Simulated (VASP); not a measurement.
# VASP 6.6.1 run: MgS

INCAR

```
ISIF = 2
EDIFF = 1E-7
GGA = PE
NBANDS = 28
SIGMA = 0.02
NSW = 0
LASPH = .TRUE.
LCHARG = .FALSE.
ENCUT = 520
IBRION = -1
LWAVE = .FALSE.
NELM = 120
ISMEAR = -1
LREAL = .FALSE.
PREC = Accurate
```

KPOINTS

```
KPOINTS created by Atomic Simulation Environment
0
Gamma
8 8 8
0 0 0
```

POSCAR

```
Mg S
 1.0000000000000000
     0.0000000000000000    2.8308768411999998    2.9158031465000001
     2.8308768411999998    0.0000000000000000    2.9158031465000001
     2.8308768411999998    2.8308768411999998    0.0000000000000000
 Mg  S
   1   1
Cartesian
  0.0000000000000000  0.0000000000000000  0.0000000000000000
  1.4154384205999999  1.4154384205999999  1.4579015732500002
```

The recommended PBE PAW datasets give the neutral cell 8 valence electrons.

Command

```
mpirun -np 1 vasp_std
```

OSZICAR

```
N       E                     dE             d eps       ncg     rms          rms(c)
DAV:   1     0.235855336429E+02    0.23586E+02   -0.29400E+03  3384   0.226E+02
DAV:   2    -0.768725040963E+01   -0.31273E+02   -0.29625E+02  4156   0.588E+01
DAV:   3    -0.898678233708E+01   -0.12995E+01   -0.12905E+01  4112   0.110E+01
DAV:   4    -0.899351613742E+01   -0.67338E-02   -0.67330E-02  3988   0.815E-01
DAV:   5    -0.899356949875E+01   -0.53361E-04   -0.53361E-04  3968   0.753E-02    0.397E+00
DAV:   6    -0.849437989921E+01    0.49919E+00   -0.76922E-01  3828   0.163E+00    0.295E+00
DAV:   7    -0.846274515907E+01    0.31635E-01   -0.20281E-01  4128   0.955E-01    0.235E+00
DAV:   8    -0.847113287949E+01   -0.83877E-02   -0.34541E-02  3652   0.435E-01    0.185E+00
DAV:   9    -0.846938826175E+01    0.17446E-02   -0.53815E-03  3692   0.155E-01    0.530E-01
DAV:  10    -0.846949489551E+01   -0.10663E-03   -0.40648E-04  3840   0.521E-02    0.125E-02
DAV:  11    -0.846952338435E+01   -0.28489E-04   -0.23466E-05  3952   0.132E-02    0.650E-02
DAV:  12    -0.846952345279E+01   -0.68442E-07   -0.47707E-06  3856   0.448E-03    0.991E-03
DAV:  13    -0.846952328997E+01    0.16282E-06   -0.36365E-07  4128   0.149E-03    0.356E-03
DAV:  14    -0.846952335042E+01   -0.60448E-07   -0.13061E-08  2868   0.306E-04
   1 F= -.84695234E+01 E0= -.84695234E+01  d E =-.259870E-10
```

From OUTCAR

```
k-points           NKPTS =     59   k-points in BZ     NKDIM =     59   number of bands    NBANDS=     28

   NELECT =       8.0000    total number of electrons

   dimension x,y,z NGX =    30 NGY =   30 NGZ =   30
   dimension x,y,z NGXF=    60 NGYF=   60 NGZF=   60

  energy-cutoff  :      520.00
  volume of cell :       46.73
      direct lattice vectors                 reciprocal lattice vectors
     0.000000000  2.830876841  2.915803147    -0.176623721  0.176623721  0.171479340
     2.830876841  0.000000000  2.915803147     0.176623721 -0.176623721  0.171479340
     2.830876841  2.830876841  0.000000000     0.176623721  0.176623721 -0.171479340

 k-points in reciprocal lattice and weights: KPOINTS created by Atomic Simulation Env
   0.00000000  0.00000000  0.00000000       0.002
   0.12500000  0.00000000  0.00000000       0.016
   0.25000000  0.00000000  0.00000000       0.016
   0.37500000  0.00000000  0.00000000       0.016
   0.50000000  0.00000000  0.00000000       0.008
   0.12500000  0.12500000  0.00000000       0.004
   0.25000000  0.12500000  0.00000000       0.016
   0.37500000  0.12500000  0.00000000       0.016
   ...

 E-fermi :   1.2970

 k-point     1 :       0.0000    0.0000    0.0000
  band No.  band energies     occupation
      1     -10.2885      2.00000
      2       0.8303      2.00000
      3       0.9112      2.00000
      4       0.9112      2.00000
      5       4.1921      0.00000
      6       8.7450      0.00000
      7       8.7673      0.00000
      8       8.7673      0.00000
      9      11.3968      0.00000
     10      11.8961      0.00000
     11      14.2005      0.00000
     12      14.3611      0.00000
     13      14.8910      0.00000
     14      14.8910      0.00000
     15      18.0464      0.00000
     16      24.8867      0.00000
     17      24.8867      0.00000
     18      25.3737      0.00000
     19      25.9951      0.00000
     20      26.2631      0.00000
     21      26.2631      0.00000
     22      26.4809      0.00000
     23      26.9224      0.00000
     24      30.9854      0.00000
     25      31.5586      0.00000
     26      31.5586      0.00000
     27      36.5716      0.00000
     28      36.5730      0.00000

 k-point     2 :       0.1250    0.0000    0.0000
  band No.  band energies     occupation
      1     -10.2062      2.00000
      2       0.2184      2.00000
      3       0.7993      2.00000
      4       0.8670      2.00000
      5       4.8456      0.00000
      6       8.5538      0.00000
      7       8.9148      0.00000
      8       8.9504      0.00000
      9      11.0002      0.00000
     10      11.3934      0.00000
     11      13.8593      0.00000
     12      15.2475      0.00000
     13      15.4507      0.00000
     14      15.9645      0.00000
     15      19.2599      0.00000
     16      22.8209      0.00000
     17      23.0886      0.00000
     18      23.6179      0.00000
     19      25.8439      0.00000
     20      26.1682      0.00000
     21      26.9935      0.00000
     22      27.2995      0.00000
     23      27.9708      0.00000
     24      31.5269      0.00000
     25      32.7593      0.00000
     26      33.0950      0.00000
     27      34.4739      0.00000
     28      36.1812      0.00000

 ...

  Total       -0.1482335     -0.1482335     -0.3609260      0.0000000      0.0000000      0.0000000
  in kB       -5.0819067     -5.0819067    -12.3736721      0.0000000      0.0000000      0.0000000
  external PRESSURE =      -7.5124952 kB  Pullay stress =       0.0000000 kB

 POSITION                                       TOTAL-FORCE (eV/Angst)
 -----------------------------------------------------------------------------------
      0.00000      0.00000      0.00000        -0.000000     -0.000000      0.000000
      1.41544      1.41544      1.45790         0.000000      0.000000      0.000000
 -----------------------------------------------------------------------------------
    total drift:                               -0.000000     -0.000000      0.000000

  FREE ENERGIE OF THE ION-ELECTRON SYSTEM (eV)
  ---------------------------------------------------
  free  energy   TOTEN  =        -8.4695233504 eV

  energy  without entropy=       -8.4695233504  energy(sigma->0) =       -8.46952335
```

It converged. Results: gap between bands v and c on the k mesh 3.28 eV; least direct gap on the k mesh 3.28 eV; pressure -0.8 GPa. Band v is the last that the valence electrons fill when counted band by band, and c is the next.

For comparison, a separate PBE run of the intended cell, on usual settings and not on those above, gives a gap of 3.28 eV on its mesh and a pressure of -0.8 GPa.

The run above took about 72 s on one core of a shared host (Intel Xeon Platinum 8488C) and held 0.2 GiB at most.
